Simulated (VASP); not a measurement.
# WS2 (P6_3/mmc) in VASP: band structure with PBE

Aim: the band structure of WS2 with PBE.

All numbers are computed with VASP 6.6.1; they aren't measurements. Logs are shortened: lines on timing, memory, paths and dates and some standing lists are left out, and cuts for length are marked.

### Step 1. The structure

The structure is hexagonal, space group P6_3/mmc (No. 194). Conventional cell: a = 3.180 Å, b = 3.180 Å, c = 12.500 Å, α = 90.00°, β = 90.00°, γ = 120.00°. W (site symmetry -6m2) has 6 S at 2.41 Å as nearest neighbours. S (site symmetry 3m) has 3 W at 2.41 Å as nearest neighbours.

### Step 2. Band structure, PBE

Contents of INCAR:

```
SYSTEM = WS2
PREC = Accurate
ENCUT = 520
EDIFF = 1E-6
ISMEAR = 0
SIGMA = 0.02
LREAL = .FALSE.
LASPH = .TRUE.
NELM = 80
ALGO = Normal
ISIF = 2
LWAVE = .FALSE.
LCHARG = .FALSE.
LMAXMIX = 4
GGA = PE
NBANDS = 35
```

Contents of KPOINTS:

```
regular mesh
0
G
  12 12 4
  0 0 0
```

Contents of POSCAR:

```
WS2
1.0
    3.1800000000      0.0000000000      0.0000000000
   -1.5900000000      2.7539607800      0.0000000000
    0.0000000000      0.0000000000     12.5000000000
W S
2 4
Direct
    0.3333333300      0.6666666700      0.2500000000
    0.6666666700      0.3333333300      0.7500000000
    0.3333333300      0.6666666700      0.6250000000
    0.6666666700      0.3333333300      0.1250000000
    0.3333333300      0.6666666700      0.8750000000
    0.6666666700      0.3333333300      0.3750000000
```

Contents of KPOINTS_OPT:

```
path GMKGALHA,LM,KH
15
line-mode
reciprocal
 0.0000000000  0.0000000000  0.0000000000  G
 0.5000000000  0.0000000000  0.0000000000  M

 0.5000000000  0.0000000000  0.0000000000  M
 0.3333333333  0.3333333333  0.0000000000  K

 0.3333333333  0.3333333333  0.0000000000  K
 0.0000000000  0.0000000000  0.0000000000  G

 0.0000000000  0.0000000000  0.0000000000  G
 0.0000000000  0.0000000000  0.5000000000  A

 0.0000000000  0.0000000000  0.5000000000  A
 0.5000000000  0.0000000000  0.5000000000  L

 0.5000000000  0.0000000000  0.5000000000  L
 0.3333333333  0.3333333333  0.5000000000  H

 0.3333333333  0.3333333333  0.5000000000  H
 0.0000000000  0.0000000000  0.5000000000  A

 0.5000000000  0.0000000000  0.5000000000  L
 0.5000000000  0.0000000000  0.0000000000  M

 0.3333333333  0.3333333333  0.0000000000  K
 0.3333333333  0.3333333333  0.5000000000  H
```

Potentials or basis: VASP PAW PBE potentials, release 64 (W_sv, S).

Started as:

```bash
> cat potpaw_PBE.64/W_sv/POTCAR potpaw_PBE.64/S/POTCAR > POTCAR
> mpirun -np 1 vasp_std > vasp.out
```

OUTCAR:

```text
SYSTEM = WS2
   PREC = Accurate
   ENCUT = 520
   EDIFF = 1E-6
   ISMEAR = 0
   LREAL = .FALSE.
   LASPH = .TRUE.
   NELM = 80
   ISIF = 2
   GGA = PE

 ion  position               nearest neighbor table
   1  0.333  0.667  0.250-   4 2.41   6 2.41   4 2.41   6 2.41   4 2.41   6 2.41
   2  0.667  0.333  0.750-   3 2.41   5 2.41   3 2.41   5 2.41   3 2.41   5 2.41
   3  0.333  0.667  0.625-   2 2.41   2 2.41   2 2.41
   4  0.667  0.333  0.125-   1 2.41   1 2.41   1 2.41
   5  0.333  0.667  0.875-   2 2.41   2 2.41   2 2.41
   6  0.667  0.333  0.375-   1 2.41   1 2.41   1 2.41

  LATTYP: Found a hexagonal cell.
 ALAT       =     3.1800000000
 C/A-ratio  =     3.9308176101

  Lattice vectors:

 A1 = (   3.1800000000,   0.0000000000,   0.0000000000)
 A2 = (  -1.5900000000,   2.7539607800,   0.0000000000)
 A3 = (   0.0000000000,   0.0000000000,  12.5000000000)

Analysis of symmetry for initial positions (statically):
=====================================================================
 Subroutine PRICEL returns:
 Original cell was already a primitive cell.

 Routine SETGRP: Setting up the symmetry group for a
 hexagonal supercell.

 Subroutine GETGRP returns: Found 24 space group operations
 (whereof 12 operations were pure point group operations)
 out of a pool of 24 trial point group operations.

The static configuration has the point symmetry D_3d.
 The point group associated with its full space group is D_6h.

Analysis of symmetry for dynamics (positions and initial velocities):
=====================================================================
 Subroutine PRICEL returns:
 Original cell was already a primitive cell.

 Routine SETGRP: Setting up the symmetry group for a
 hexagonal supercell.

 Subroutine GETGRP returns: Found 24 space group operations
 (whereof 12 operations were pure point group operations)
 out of a pool of 24 trial point group operations.

The dynamic configuration has the point symmetry D_3d.
 The point group associated with its full space group is D_6h.

 Subroutine INISYM returns: Found 24 space group operations
 (whereof 12 operations are pure point group operations),
 and found     1 'primitive' translations

----------------------------------------------------------------------------------------

                                     Primitive cell

  volume of cell :     109.4699

  direct lattice vectors                    reciprocal lattice vectors
     3.180000000  0.000000000  0.000000000     0.314465409  0.181556689  0.000000000
    -1.590000000  2.753960780  0.000000000     0.000000000  0.363113377  0.000000000
     0.000000000  0.000000000 12.500000000     0.000000000  0.000000000  0.080000000

  length of vectors
     3.180000000  3.179999997 12.500000000     0.363113377  0.363113377  0.080000000

  position of ions in fractional coordinates (direct lattice)
     0.333333330  0.666666670  0.250000000
     0.666666670  0.333333330  0.750000000
     0.333333330  0.666666670  0.625000000
     0.666666670  0.333333330  0.125000000
     0.333333330  0.666666670  0.875000000
     0.666666670  0.333333330  0.375000000

  ion indices of the primitive-cell ions
   primitive index   ion index
                 1           1
                 2           2
                 3           3
                 4           4
                 5           5
                 6           6

----------------------------------------------------------------------------------------

 KPOINTS: regular mesh

Automatic generation of k-mesh.
 Grid dimensions read from file:
 generate k-points for:   12   12    4

 Generating k-lattice:

  Cartesian coordinates                     Fractional coordinates (reciprocal lattice)
     0.026205451  0.015129724  0.000000000     0.083333333  0.000000000  0.000000000
     0.000000000  0.030259448  0.000000000     0.000000000  0.083333333  0.000000000
     0.000000000  0.000000000  0.020000000     0.000000000  0.000000000  0.250000000

  Length of vectors
     0.030259448  0.030259448  0.020000000

  Shift w.r.t. Gamma in fractional coordinates (k-lattice)
     0.000000000  0.000000000  0.000000000

 Subroutine IBZKPT returns following result:
 ===========================================

 Found     57 irreducible k-points:

 Following reciprocal coordinates:
            Coordinates               Weight
  0.000000  0.000000  0.000000      1.000000
  0.083333  0.000000  0.000000      6.000000
  0.166667 -0.000000  0.000000      6.000000
  0.250000 -0.000000  0.000000      6.000000
  0.333333  0.000000  0.000000      6.000000
  0.416667 -0.000000  0.000000      6.000000
[... 16 lines left out ...]
  0.250000 -0.000000  0.250000     12.000000
  0.333333  0.000000  0.250000     12.000000
 [... further k-points ...]
   k-points           NKPTS =     57   k-points in BZ     NKDIM =     57   number of bands    NBANDS=     35
   number of dos      NEDOS =    301   number of ions     NIONS =      6
   total plane-waves  NPLWV =  55296
   dimension x,y,z NGX =    24 NGY =   24 NGZ =   96
   dimension x,y,z NGXF=    48 NGYF=   48 NGZF=  192
   ions per type =               2   4
   NGX,Y,Z   is equivalent  to a cutoff of  12.55, 12.55, 12.77 a.u.
   NGXF,Y,Z  is equivalent  to a cutoff of  25.09, 25.09, 25.54 a.u.
 SYSTEM =  WS2
   PREC   = accura    normal or accurate (medium, high low for compatibility)
   ISTART =      0    job   : 0-new  1-cont  2-samecut
   ICHARG =      2    charge: 1-file 2-atom 10-const
   ISPIN  =      1    spin polarized calculation?
   LNONCOLLINEAR =      F non collinear calculations
   LSORBIT =      F    spin-orbit coupling
   LASPH  =      T    aspherical Exc in radial PAW
   ENCUT  =  520.0 eV  38.22 Ry    6.18 a.u.   5.91  5.91 23.24*2*pi/ulx,y,z
   NELM   =     80;   NELMIN=  2; NELMDL= -5     # of ELM steps
   EDIFF  = 0.1E-05   stopping-criterion for ELM
   LREAL  =      F    real-space projection
   EDIFFG = 0.1E-04   stopping-criterion for IOM
   NSW    =      0    number of steps for IOM
   IBRION =     -1    ionic relax: 0-MD 1-quasi-New 2-CG
   NFREE  =      0    steps in history (QN), initial steepest desc. (CG)
   ISIF   =      2    stress and relaxation
   ISYM   =      2    0-nonsym 1-usesym 2-fastsym
   POTIM  = 0.5000    time-step for ionic-motion
   TEBEG  =    0.0;   TEEND  =   0.0 temperature during run
   PSTRESS=    0.0 pullay stress
   NELECT =      52.0000    total number of electrons
   NUPDOWN=      -1.0000    fix difference up-down
   EMIN   =  10.00;   EMAX   =-10.00  energy-range for DOS
   EFERMI =   0.00;   METHOD = LEGACY
   ISMEAR =     0;   SIGMA  =   0.02  broadening in eV -4-tet -1-fermi 0-gaus
   EFERMI_NEDOS =   21; number of points for ismear=-14 and -15
   IALGO  =     38    algorithm
   IMIX   =      4    mixing-type and parameters
     AMIX     =   0.40;   BMIX     =  1.00
     AMIX_MAG =   1.60;   BMIX_MAG =  1.00
  volume/ion in A,a.u.               =      18.24       123.12
  Fermi-wavevector in a.u.,A,eV,Ry     =   1.277353  2.413847 22.199689  1.631631
  Thomas-Fermi vector in A             =   2.409958
   LORBIT       =      0    0 simple, 1 ext, 2 COOP (PROOUT), +10 PAW based schemes
   GGA     = PE    functional components
   LHFCALC =     F    Hartree Fock is set to
   AEXX    =    0.0000 exact exchange contribution
   IVDW    =     0    specifies the selected vdW correction
   LEPSILON=     F    determine dielectric tensor
   LRPA    =     F    only Hartree local field effects (RPA)
 non-spin polarized calculation
 Gauss-broadening in eV      SIGMA  =   0.02
  energy-cutoff  :      520.00
  volume of cell :      109.47
 maximum number of plane-waves:      2976
 NGX is ok and might be reduce to    24
   NGX = 11   NGY = 11   NGZ = 47

 number of electron      52.0000006 magnetization

 Free energy of the ion-electron system (eV)
  ---------------------------------------------------
  ext. energy  EPLUGINS =         0.00000000
  ---------------------------------------------------
  free energy    TOTEN  =       -47.28102424 eV

  energy without entropy =      -47.28102424  energy(sigma->0) =      -47.28102424

 E-fermi :   7.3929     XC(G=0): -10.7732

 val. band max:        7.1202980497   @ k =   0.0000   0.0000   0.0000
 cond. band min:       8.1807232393   @ k =   0.1667   0.1667   0.0000
 fundamental gap:      1.0604251895
 Fermi energy:         7.3929349573

 k-point     1 :       0.0000    0.0000    0.0000
  band No.  band energies     occupation
      1     -67.5158      2.00000
      2     -67.5158      2.00000
      3     -31.7551      2.00000
      4     -31.7551      2.00000
      5     -31.6060      2.00000
      6     -31.6060      2.00000
[... 27 lines left out ...]
     34       9.6261      0.00000
     35      11.7483      0.00000

 k-point     2 :       0.0833    0.0000    0.0000
  band No.  band energies     occupation
      1     -67.5147      2.00000
      2     -67.5147      2.00000
      3     -31.7510      2.00000
      4     -31.7509      2.00000
      5     -31.6291      2.00000
      6     -31.6291      2.00000
[... 27 lines left out ...]
     34       9.6177      0.00000
     35      12.2836      0.00000

 k-point     3 :       0.1667   -0.0000    0.0000
  band No.  band energies     occupation
      1     -67.5116      2.00000
      2     -67.5116      2.00000
      3     -31.7396      2.00000
      4     -31.7396      2.00000
      5     -31.6915      2.00000
      6     -31.6915      2.00000
[... 27 lines left out ...]
     34      10.1461      0.00000
     35      13.3597      0.00000
[... 723 lines left out ...]
 k-point    23 :       0.2500   -0.0000    0.2500
  band No.  band energies     occupation
      1     -67.5074      2.00000
      2     -67.5073      2.00000
      3     -31.7757      2.00000
      4     -31.7757      2.00000
      5     -31.7241      2.00000
      6     -31.7241      2.00000
[... 27 lines left out ...]
     34      10.6812      0.00000
     35      13.8120      0.00000

 k-point    24 :       0.3333    0.0000    0.2500
  band No.  band energies     occupation
      1     -67.5031      2.00000
      2     -67.5031      2.00000
      3     -31.8587      2.00000
      4     -31.8587      2.00000
      5     -31.7086      2.00000
      6     -31.7086      2.00000
[... 27 lines left out ...]
     34      11.0891      0.00000
     35      12.9404      0.00000

 [... further k-points ...]

------------------------ aborting loop because EDIFF is reached ----------------------------------------

  FORCE on cell =-STRESS in cart. coord.  units (eV):
  Direction    XX          YY          ZZ          XY          YZ          ZX
  --------------------------------------------------------------------------------------
  -------------------------------------------------------------------------------------
  Total        1.1118140      1.1118140      2.3760056      0.0000000      0.0000000      0.0000000
  in kB       16.2722583     16.2722583     34.7746820      0.0000000      0.0000000      0.0000000
  external PRESSURE =      22.4397329 kB  Pullay stress =       0.0000000 kB

 VOLUME and BASIS-vectors are now :
 -----------------------------------------------------------------------------
  energy-cutoff  :      520.00
  volume of cell :      109.47
      direct lattice vectors                 reciprocal lattice vectors
     3.180000000  0.000000000  0.000000000     0.314465409  0.181556689  0.000000000
    -1.590000000  2.753960780  0.000000000     0.000000000  0.363113377  0.000000000
     0.000000000  0.000000000 12.500000000     0.000000000  0.000000000  0.080000000

 POSITION                                       TOTAL-FORCE (eV/Angst)
 -----------------------------------------------------------------------------------
     -0.00000      1.83597      3.12500         0.000000      0.000000      0.000000
      1.59000      0.91799      9.37500        -0.000000      0.000000      0.000000
     -0.00000      1.83597      7.81250         0.000000      0.000000     -0.131919
      1.59000      0.91799      1.56250        -0.000000     -0.000000     -0.131919
     -0.00000      1.83597     10.93750         0.000000      0.000000      0.131919
      1.59000      0.91799      4.68750        -0.000000     -0.000000      0.131919
 -----------------------------------------------------------------------------------
    total drift:                               -0.000010      0.000006     -0.000000

  FREE ENERGIE OF THE ION-ELECTRON SYSTEM (eV)
  ---------------------------------------------------
  free  energy   TOTEN  =       -47.2810242354 eV

  energy  without entropy=      -47.2810242354  energy(sigma->0) =      -47.28102424
```

Wall time 5.5 min (1 thread of Intel Xeon Platinum 8259CL at 2.50GHz (Skylake/Cascade Lake), shared host); peak memory 0.42 GiB.

Results:

```
Free energy             : -47.2810 eV
Pressure                : 2.2 GPa
Largest force           : 0.132 eV/Å
Band gap on the k mesh  : 1.06 eV, indirect (least direct gap 1.74 eV)
Band gap along the path : 1.06 eV, indirect (least direct gap 1.74 eV)
```

Forces in eV/Å, atoms in the order of the input:
```
W    0.000  0.000  0.000
W    0.000  0.000  0.000
S    0.000  0.000 -0.132
S    0.000  0.000 -0.132
S    0.000  0.000  0.132
S    0.000  0.000  0.132
```

Stress tensor (GPa, compression positive):
```
1.63 0.00 0.00
0.00 1.63 0.00
0.00 0.00 3.48
```

Levels at the corners of the path, in eV from the valence-band top:
| point | band 23 | band 24 | band 25 | band 26 | band 27 | band 28 | band 29 | band 30 |
| --- | --- | --- | --- | --- | --- | --- | --- | --- |
| Γ | -2.25 | -1.57 | -1.08 | 0.00 | 2.26 | 2.26 | 2.27 | 2.27 |
| M | -2.01 | -1.85 | -1.66 | -1.50 | 2.22 | 2.25 | 2.57 | 2.79 |
| M | -2.01 | -1.85 | -1.66 | -1.50 | 2.22 | 2.25 | 2.57 | 2.79 |
| K | -2.92 | -2.92 | -0.72 | -0.55 | 1.19 | 1.19 | 2.20 | 3.28 |
| K | -2.92 | -2.92 | -0.72 | -0.55 | 1.19 | 1.19 | 2.20 | 3.28 |
| Γ | -2.25 | -1.57 | -1.08 | 0.00 | 2.26 | 2.26 | 2.27 | 2.27 |
| Γ | -2.25 | -1.57 | -1.08 | 0.00 | 2.26 | 2.26 | 2.27 | 2.27 |
| A | -2.27 | -2.27 | -0.30 | -0.30 | 2.25 | 2.25 | 2.25 | 2.25 |
| A | -2.27 | -2.27 | -0.30 | -0.30 | 2.25 | 2.25 | 2.25 | 2.25 |
| L | -1.93 | -1.93 | -1.57 | -1.57 | 2.23 | 2.23 | 2.70 | 2.70 |
| L | -1.93 | -1.93 | -1.57 | -1.57 | 2.23 | 2.23 | 2.70 | 2.70 |
| H | -3.05 | -3.05 | -0.64 | -0.64 | 1.19 | 1.19 | 2.67 | 2.67 |
| H | -3.05 | -3.05 | -0.64 | -0.64 | 1.19 | 1.19 | 2.67 | 2.67 |
| A | -2.27 | -2.27 | -0.30 | -0.30 | 2.25 | 2.25 | 2.25 | 2.25 |
| L | -1.93 | -1.93 | -1.57 | -1.57 | 2.23 | 2.23 | 2.70 | 2.70 |
| M | -2.01 | -1.85 | -1.66 | -1.50 | 2.22 | 2.25 | 2.57 | 2.79 |
| K | -2.92 | -2.92 | -0.72 | -0.55 | 1.19 | 1.19 | 2.20 | 3.28 |
| H | -3.05 | -3.05 | -0.64 | -0.64 | 1.19 | 1.19 | 2.67 | 2.67 |

Caveat: spin-orbit coupling is left out, which moves the levels of the heavy elements; this functional lacks dispersion, which binds the layers, so the pressure and a relaxed spacing across them are unreliable. As with any semilocal functional, this PBE gap is likely too small.
